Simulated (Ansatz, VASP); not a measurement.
**SnSe2: VASP beside Ansatz**

POSCAR

```
SnSe2
1.0
    3.8251638404      0.0000000000      0.0000000000
   -1.9125819202      3.3126890594      0.0000000000
    0.0000000000      0.0000000000      6.2270561301
Sn Se
1 2
Direct
    0.0000000000      0.0000000000      0.0000000000
    0.3333333333      0.6666666667      0.2530760434
    0.6666666667      0.3333333333      0.7469239566
```

Contents of INCAR.step1:

```
SYSTEM = SnSe2
PREC = Accurate
ENCUT = 520
EDIFF = 1E-5
ISMEAR = 0
SIGMA = 0.01
LREAL = .FALSE.
LASPH = .TRUE.
NELM = 100
ALGO = Normal
ISIF = 2
LWAVE = .TRUE.
NBANDS = 20
GGA = PE
```

INCAR.step2

```
SYSTEM = SnSe2
PREC = Accurate
ENCUT = 520
EDIFF = 1E-6
ISMEAR = 0
SIGMA = 0.01
LREAL = .FALSE.
LASPH = .TRUE.
NELM = 100
ALGO = Normal
ISIF = 2
LWAVE = .FALSE.
LCHARG = .TRUE.
GGA = PE
LHFCALC = .TRUE.
HFSCREEN = 0.2079
PRECFOCK = Normal
LELF = .TRUE.
LVHAR = .TRUE.
NBANDS = 20
ISTART = 1
```

Contents of KPOINTS:

```
regular mesh
0
G
  6 6 2
  0 0 0
```

Input for Ansatz:

```yaml
crystal:
  lattice:
    - [3.8251638404, 0.0, 0.0]
    - [-1.9125819202, 3.3126890594, 0.0]
    - [0.0, 0.0, 6.2270561301]
  atoms:
    - { symbol: Sn, position: [0.0, 0.0, 0.0] }
    - { symbol: Se, position: [0.3333333333, 0.6666666667, 0.2530760434] }
    - { symbol: Se, position: [0.6666666667, 0.3333333333, 0.7469239566] }
kpoints:
  mp_grid: { grid: [6, 6, 2] }
hamiltonian:
  xc: hse06
scf:
  occupations: { method: fixed }
  n_extra_bands: 4
output:
  forces: true
  stress: true
  eigenvalues: true
```

Alike in both runs: task single point; functional HSE06; k mesh 6 × 6 × 2; no spin polarisation.

|  | VASP | Ansatz |
| --- | --- | --- |
| version | VASP 6.6.1 | Ansatz 0.2.0 |
| potentials or method | VASP PAW PBE potentials, release 64 (Sn_d, Se) | plane waves, PAW |
| plane-wave cutoff (eV) | 520 | 420 |
| occupations | gaussian, width 0.01 eV | fixed |
| valence electrons in the cell | 26 | 46 |

VASP gave:

* gap on the k mesh at the Fermi level (eV): 1.43
* pressure (GPa): 0.0
* largest component of the traceless stress (GPa): 0.17
* rms of the force components (eV/Å): 0.109

Question: Estimate Ansatz's values.

Answer: gap on the k mesh at the Fermi level (eV): 1.41; pressure (GPa): 0.1; largest component of the traceless stress (GPa): 0.14; rms of the force components (eV/Å): 0.102.

Atom by atom the forces differ by 0.007 eV/Å (rms over components). The two sets of potentials don't hold the same shells in valence. Ansatz warned: «stress_exchange_threshold_loose».

Caveats: the k mesh is coarse (spacing up to 0.50 Å⁻¹), so the values aren't converged, least of all with exact exchange; the PAW data sets were made with another functional, which shifts forces and pressure a little (VASP); spin-orbit coupling is left out, which moves the levels of the heavy elements; this functional lacks dispersion, which binds the layers, so the pressure and a relaxed spacing across them are unreliable. A k mesh can miss the band edges.
